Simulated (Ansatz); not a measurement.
Working through a convergence test of the plane-wave cutoff of SnO2, space group I4_1/amd

Program: Ansatz 0.2.0 through its Python package.

The cells in order, each with its output:

In [1]:
```python
import csv

import ansatz
```

In [2]:
```python
system = (
    ansatz.Lattice.from_parameters(4.00013722, 4.00013722, 10.24735771, alpha=90, beta=90, gamma=90)
    .space_group(141, hermann_mauguin='I41/amd', origin_choice=1)
    .atom('Sn', (0.0, 0.5, 0.25))
    .atom('O', (0.5, 0.5, 0.29652259))
    .primitive()
)

calculation = system.calculation()
calculation = calculation.functional('PBEsol').kpoints(6, 6, 6)
calculation = calculation.occupations(ansatz.OccupationsMethod.FIXED).stress()
```

In [3]:
```python
rows = []
for value in [250, 350, 450, 550]:
    summary = calculation.basis(value).run(threads=1, backend='cpu').report
    rows.append((value, summary['free_energy_ev'] / len(summary['lattice']['sites']), summary['n_iterations'], sum(summary['stress_gpa'][i][i] for i in range(3)) / 3, summary['n_pw']))
```
```text
DeckWarning: basis.ecutwfc = 250 eV is below the records' recommended 420 eV, and the density's cutoff is lower with it unless basis.ecutrho_ratio is high enough to keep the records' density cutoff: compare with a run at a higher cutoff
DeckWarning: basis.ecutwfc = 350 eV is below the records' recommended 420 eV, and the density's cutoff is lower with it unless basis.ecutrho_ratio is high enough to keep the records' density cutoff: compare with a run at a higher cutoff
```

In [4]:
```python
with open('ecut.csv', 'w', newline='') as handle:
    writer = csv.writer(handle)
    writer.writerow(['cutoff (eV)', 'F/atom (eV)', 'iterations', 'P (GPa)', 'plane waves'])
    writer.writerows([round(v, 5) if isinstance(v, float) else v for v in row] for row in rows)
```

In [5]:
```python
for row in rows[:-1]:
    shift = 1000 * (row[1] - rows[-1][1])
    print(f'{row[0]}: {shift:+.2f} meV/atom' + ('  (within 1 meV)' if abs(shift) < 1 else ''))
```
```text
250: +1394.12 meV/atom
350: +68.96 meV/atom
450: +1.80 meV/atom
```

It writes `ecut.csv`:
```csv
cutoff (eV),F/atom (eV),iterations,P (GPa),plane waves
250,-2355.71556,7,3.61745,753
350,-2357.04072,7,0.45436,1211
450,-2357.10788,6,0.67889,1749
550,-2357.10968,7,0.66407,2387
```

Pressure is positive in compression. This cell is a computed structure, which may not be the phase found in nature. Warnings are shown shortened and without file and line. Shifts are counted from the last row, which is itself no proven limit. Hardware and time: 16 s on 1 thread of Arm Neoverse V1, on a shared host, peak memory 0.45 GiB.
